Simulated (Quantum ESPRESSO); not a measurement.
A run of Quantum ESPRESSO 7.5:

The input pw.in:

```
&CONTROL
  calculation = 'scf'
  prefix = 'pwscf'
  outdir = './tmp'
  pseudo_dir = './pseudo'
  tprnfor = .true.
  tstress = .true.
  disk_io = 'low'
/
&SYSTEM
  ibrav = 0
  nat = 1
  ntyp = 1
  ecutwfc = 56
  nbnd = 13
  input_dft = 'ev93'
  occupations = 'smearing'
  smearing = 'fd'
  degauss = 0.00367493
/
&ELECTRONS
  conv_thr = 2d-10
  electron_maxstep = 120
  mixing_beta = 0.5
/
ATOMIC_SPECIES
Pb   207.2000 Pb.upf
CELL_PARAMETERS angstrom
   0.0000000000    2.4750200000    2.4750200000
   2.4750200000    0.0000000000    2.4750200000
   2.4750200000    2.4750200000    0.0000000000
ATOMIC_POSITIONS angstrom
Pb     0.0000000000    0.0000000000    0.0000000000
K_POINTS automatic
9 9 9 0 0 0
```

File bands.in:

```
&CONTROL
  calculation = 'bands'
  prefix = 'pwscf'
  outdir = './tmp'
  pseudo_dir = './pseudo'
  disk_io = 'low'
  verbosity = 'high'
/
&SYSTEM
  ibrav = 0
  nat = 1
  ntyp = 1
  ecutwfc = 56
  nbnd = 13
  input_dft = 'ev93'
  occupations = 'smearing'
  smearing = 'fd'
  degauss = 0.00367493
/
&ELECTRONS
  conv_thr = 1d-08
  electron_maxstep = 120
  mixing_beta = 0.5
  diago_full_acc = .true.
/
ATOMIC_SPECIES
Pb   207.2000 Pb.upf
CELL_PARAMETERS angstrom
   0.0000000000    2.4750200000    2.4750200000
   2.4750200000    0.0000000000    2.4750200000
   2.4750200000    2.4750200000    0.0000000000
ATOMIC_POSITIONS angstrom
Pb     0.0000000000    0.0000000000    0.0000000000
K_POINTS crystal
60
 0.0000000000  0.0000000000  0.0000000000 1
 0.0625000000  0.0000000000  0.0625000000 1
 0.1250000000  0.0000000000  0.1250000000 1
 0.1875000000  0.0000000000  0.1875000000 1
 0.2500000000  0.0000000000  0.2500000000 1
 0.3125000000  0.0000000000  0.3125000000 1
 0.3750000000  0.0000000000  0.3750000000 1
 0.4375000000  0.0000000000  0.4375000000 1
 0.5000000000  0.0000000000  0.5000000000 1
 0.5000000000  0.0625000000  0.5625000000 1
 0.5000000000  0.1250000000  0.6250000000 1
 0.5000000000  0.1875000000  0.6875000000 1
 0.5000000000  0.2500000000  0.7500000000 1
 0.4375000000  0.3125000000  0.7500000000 1
 0.3750000000  0.3750000000  0.7500000000 1
 0.3375000000  0.3375000000  0.6750000000 1
 0.3000000000  0.3000000000  0.6000000000 1
 0.2625000000  0.2625000000  0.5250000000 1
 0.2250000000  0.2250000000  0.4500000000 1
 0.1875000000  0.1875000000  0.3750000000 1
 0.1500000000  0.1500000000  0.3000000000 1
 0.1125000000  0.1125000000  0.2250000000 1
 0.0750000000  0.0750000000  0.1500000000 1
 0.0375000000  0.0375000000  0.0750000000 1
 0.0000000000  0.0000000000  0.0000000000 1
 0.0625000000  0.0625000000  0.0625000000 1
 0.1250000000  0.1250000000  0.1250000000 1
 0.1875000000  0.1875000000  0.1875000000 1
 0.2500000000  0.2500000000  0.2500000000 1
 0.3125000000  0.3125000000  0.3125000000 1
 0.3750000000  0.3750000000  0.3750000000 1
 0.4375000000  0.4375000000  0.4375000000 1
 0.5000000000  0.5000000000  0.5000000000 1
 0.5250000000  0.4500000000  0.5250000000 1
 0.5500000000  0.4000000000  0.5500000000 1
 0.5750000000  0.3500000000  0.5750000000 1
 0.6000000000  0.3000000000  0.6000000000 1
 0.6250000000  0.2500000000  0.6250000000 1
 0.5833333333  0.2500000000  0.6666666667 1
 0.5416666667  0.2500000000  0.7083333333 1
 0.5000000000  0.2500000000  0.7500000000 1
 0.5000000000  0.2857142857  0.7142857143 1
 0.5000000000  0.3214285714  0.6785714286 1
 0.5000000000  0.3571428571  0.6428571429 1
 0.5000000000  0.3928571429  0.6071428571 1
 0.5000000000  0.4285714286  0.5714285714 1
 0.5000000000  0.4642857143  0.5357142857 1
 0.5000000000  0.5000000000  0.5000000000 1
 0.4821428571  0.4821428571  0.5357142857 1
 0.4642857143  0.4642857143  0.5714285714 1
 0.4464285714  0.4464285714  0.6071428571 1
 0.4285714286  0.4285714286  0.6428571429 1
 0.4107142857  0.4107142857  0.6785714286 1
 0.3928571429  0.3928571429  0.7142857143 1
 0.3750000000  0.3750000000  0.7500000000 1
 0.6250000000  0.2500000000  0.6250000000 1
 0.5937500000  0.1875000000  0.5937500000 1
 0.5625000000  0.1250000000  0.5625000000 1
 0.5312500000  0.0625000000  0.5312500000 1
 0.5000000000  0.0000000000  0.5000000000 1
```

Potentials or basis: PseudoDojo 0.4.1 SR PBE standard.

The run is started by

```sh
$ OMP_NUM_THREADS=1 pw.x -in pw.in > pw.out
$ OMP_NUM_THREADS=1 pw.x -in bands.in > bands.out
```

Hardware: 1 thread of AMD EPYC 7B13 (Zen 3) (shared host).

Task: Estimate the wall time of this run.

Result: Run time: 14 s on 1 thread of AMD EPYC 7B13 (Zen 3), with other jobs on the host, peak memory 0.09 GiB. Counts: scf iterations 8, k pools 1, bands 13, k points 35, g dense 11575.
